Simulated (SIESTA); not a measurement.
Crystal: P.

```
P
1.0
     1.70240    0.98288    3.08738
    -1.70240    0.98288    3.08738
     0.00000   -1.96576    3.08738
P
2
Direct
  0.77292 0.77292 0.77292
  0.22708 0.22708 0.22708
```

This isn't the form of P at room conditions, which is orthorhombic.

The cell isn't the ideal one: volume scaled by 0.96.

- Program: SIESTA 5.4.2
- Task: relaxation of the atoms
- Functional: PBEsol
- Potentials or basis: PseudoDojo 0.4 standard (PBEsol files)
- Basis: DZ (energy shift 0.01 Ry)
- Grid cutoff: 500 Ry
- Energy shift: 0.01 Ry
- k mesh: 9 × 9 × 9
- Occupations: fermi-dirac, width 0.05 eV
- Spin: no spin polarisation

At the start: pressure 21.3 GPa; volume 15.50 Å³/atom.

**Question.** Where does the relaxation end?

**Answer.** Over 6 steps the energy falls by 109.1 meV/atom; space group R-3m (No. 166, to 0.05 Å).

The path:
```
step  energy change (eV)  largest force (eV/Å)  pressure (GPa)
   1              0.0000                2.1389           21.30
   2             -0.1090                1.4770           18.83
   3             -0.2150                0.2107           14.29
   4             -0.2177                0.0783           13.63
   5             -0.2182                0.0162           13.20
   6             -0.2182                0.0014           13.08
```

Final structure:
```yaml
crystal:
  lattice:
    - [1.70240, 0.98288, 3.08738]
    - [-1.70240, 0.98288, 3.08738]
    - [0.00000, -1.96576, 3.08738]
  atoms:
    - { symbol: P, position: [0.76012, 0.76012, 0.76012] }
    - { symbol: P, position: [0.23988, 0.23988, 0.23988] }
```

Caveat: the basis has no polarisation orbitals; the basis of atomic orbitals isn't converged, which shifts pressures, moduli and gaps.
